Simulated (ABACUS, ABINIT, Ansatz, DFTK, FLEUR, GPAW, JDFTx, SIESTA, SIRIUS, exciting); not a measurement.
## Ru: 10 runs at one level of theory

```xyz
2
Lattice="2.7058 0.0000 0.0000 -1.3529 2.3433 0.0000 0.0000 0.0000 4.2819" Properties=species:S:1:pos:R:3 pbc="T T T"
Ru    1.3541    0.8057    3.1908
Ru   -0.0504    1.5944    1.0434
```

Atoms were shifted at random by some hundredths of an Å from the given cell, which wasn't relaxed again for these runs.

Alike in all runs: task single point; functional PBEsol; k mesh 11 × 11 × 6; occupations fermi-dirac, width 0.05 eV; no spin polarisation; no spin-orbit coupling. Pressure is positive in compression and, in plane waves, holds the error of the finite cutoff.

| program and potentials | plane-wave cutoff (eV) | notes | pressure (GPa) | largest force (eV/Å) | energy over the undisturbed cell (meV/atom) |
| --- | --- | --- | --- | --- | --- |
| ABACUS, PseudoDojo NC SR 0.4.1 PBEsol standard, plane waves | 1143 | - | -5.58 | 0.347 | 4.68 |
| DFTK, PseudoDojo SR PBEsol 0.4.1 standard (PBEsol) | 1143 | - | -5.59 | 0.349 | - |
| JDFTx, PseudoDojo-SR-PBEsol-0.4.1-standard with smoothed tails | 1143 | - | -5.58 | 0.349 | 4.68 |
| exciting, all-electron LAPW+lo, shipped species files, valence relativity iora* | - | - | - | 0.350 | 4.70 |
| FLEUR, all-electron, FLAPW | - | - | - | 0.347 | 4.65 |
| Ansatz, all-electron LAPW, scalar-relativistic | - | - | -6.10 | 0.346 | - |
| ABINIT, PseudoDojo NC SR PBEsol v0.4.1 standard | 1143 | - | -5.58 | 0.349 | 4.68 |
| SIESTA, files PseudoDojo sr-pbesol-0.4.1-standard, DZP (energy shift 0.003 Ry; two zetas on semicore shells) | - | atomic basis | -2.41 | 0.370 | 5.01 |
| GPAW, PAW data sets generated for this functional | 600 | - | -6.83 | 0.342 | 4.59 |
| SIRIUS, PseudoDojo 0.4.1 PBEsol standard (scalar relativistic) | 1152 | - | -5.57 | 0.349 | 4.68 |

Force on atom 1 (Ru), eV/Å:

| program and potentials | x | y | z |
| --- | --- | --- | --- |
| ABACUS, PseudoDojo NC SR 0.4.1 PBEsol standard, plane waves | -0.336 | 0.050 | -0.070 |
| DFTK, PseudoDojo SR PBEsol 0.4.1 standard (PBEsol) | -0.337 | 0.050 | -0.078 |
| JDFTx, PseudoDojo-SR-PBEsol-0.4.1-standard with smoothed tails | -0.337 | 0.050 | -0.078 |
| exciting, all-electron LAPW+lo, shipped species files, valence relativity iora* | -0.337 | 0.050 | -0.080 |
| FLEUR, all-electron, FLAPW | -0.334 | 0.050 | -0.077 |
| Ansatz, all-electron LAPW, scalar-relativistic | -0.334 | 0.050 | -0.077 |
| ABINIT, PseudoDojo NC SR PBEsol v0.4.1 standard | -0.337 | 0.050 | -0.078 |
| SIESTA, files PseudoDojo sr-pbesol-0.4.1-standard, DZP (energy shift 0.003 Ry; two zetas on semicore shells) | -0.352 | 0.055 | -0.099 |
| GPAW, PAW data sets generated for this functional | -0.330 | 0.049 | -0.076 |
| SIRIUS, PseudoDojo 0.4.1 PBEsol standard (scalar relativistic) | -0.337 | 0.050 | -0.078 |

The pressure spans -6.83 (GPAW, PAW data sets generated for this functional) to -2.41 GPa (SIESTA, files PseudoDojo sr-pbesol-0.4.1-standard, DZP (energy shift 0.003 Ry; two zetas on semicore shells)), with all-electron results at -6.10. The pressure on the cell as given of SIESTA, files PseudoDojo sr-pbesol-0.4.1-standard, DZP (energy shift 0.003 Ry; two zetas on semicore shells) lies far from the others; the cause wasn't traced. Rows in atomic bases carry the error of their basis and grid, which can be large.

Differences between rows come from potentials, basis sets and numerical settings, since the functional is the same but for its coding. Runs on potential files found faulty are left out.
